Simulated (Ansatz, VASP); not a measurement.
## CdTe: VASP beside Ansatz

The input INCAR:

```
  PREC = Accurate
  ENCUT = 520
  EDIFF = 1E-7
  ISMEAR = -1
  SIGMA = 0.05
  LREAL = F
  LASPH = T
  NELM = 100
  ALGO = Normal
  ISIF = 2
  LWAVE = F
  LCHARG = T
  GGA = RE
  IVDW = 13
  LELF = T
  LVHAR = T
  NBANDS = 16
```

KPOINTS

```
Automatic mesh
0
Gamma
  7 7 7
```

The input POSCAR:

```
CdTe
1.0
    0.0000000000      3.1834892848      3.1834892848
    3.1834892848      0.0000000000      3.1834892848
    3.1834892848      3.1834892848      0.0000000000
Te Cd
1 1
Direct
    0.7500000000      0.7500000000      0.7500000000
    0.0000000000      0.0000000000      0.0000000000
```

Contents of input.yaml:

```yaml
crystal:
  lattice:
    - [0.0, 3.1834892848, 3.1834892848]
    - [3.1834892848, 0.0, 3.1834892848]
    - [3.1834892848, 3.1834892848, 0.0]
  atoms:
    - { symbol: Te, position: [0.75, 0.75, 0.75] }
    - { symbol: Cd, position: [0.0, 0.0, 0.0] }
hamiltonian:
  xc: revpbe
  pseudopotentials: { kind: paw }
  dispersion: d4
kpoints:
  mp_grid: { grid: [7, 7, 7] }
scf:
  occupations: { method: fermi_dirac, width: 0.05 }
output:
  forces: true
  stress: true
  eigenvalues: true
```

Alike in both runs: task single point; functional revPBE; dispersion D4; k mesh 7 × 7 × 7; occupations fermi-dirac, width 0.05 eV; no spin polarisation.

|  | VASP | Ansatz |
| --- | --- | --- |
| version | VASP 6.6.1 | Ansatz 0.2.0 |
| potentials or method | VASP PAW PBE potentials, release 64 (Te, Cd) | Ansatz PAW |
| plane-wave cutoff (eV) | 520 | 420 |
| valence electrons in the cell | 18 | 36 |

|  | VASP | Ansatz | Ansatz less VASP |
| --- | --- | --- | --- |
| gap on the k mesh at the Fermi level (eV) | 1.05 | 1.05 | +0.001 |
| least direct gap on the mesh (eV) | 1.05 | 1.05 | +0.001 |
| pressure (GPa) | 3.3 | 3.2 | -0.16 |
| dispersion energy (meV/atom) | -604.0 | -604.2 | -0.20 |

The two sets of potentials don't hold the same shells in valence.

Caveats: spin-orbit coupling is left out, which moves the levels of the heavy elements; the PAW data sets were made with another functional, which shifts forces and pressure a little (VASP); odd divisions of the mesh miss points on the zone boundary, where band edges often lie, so the gap on the mesh can be too wide (Ansatz); the PAW data sets come from PBE, with cores solved anew for the run's functional, which leaves a small shift of forces and pressure (Ansatz).
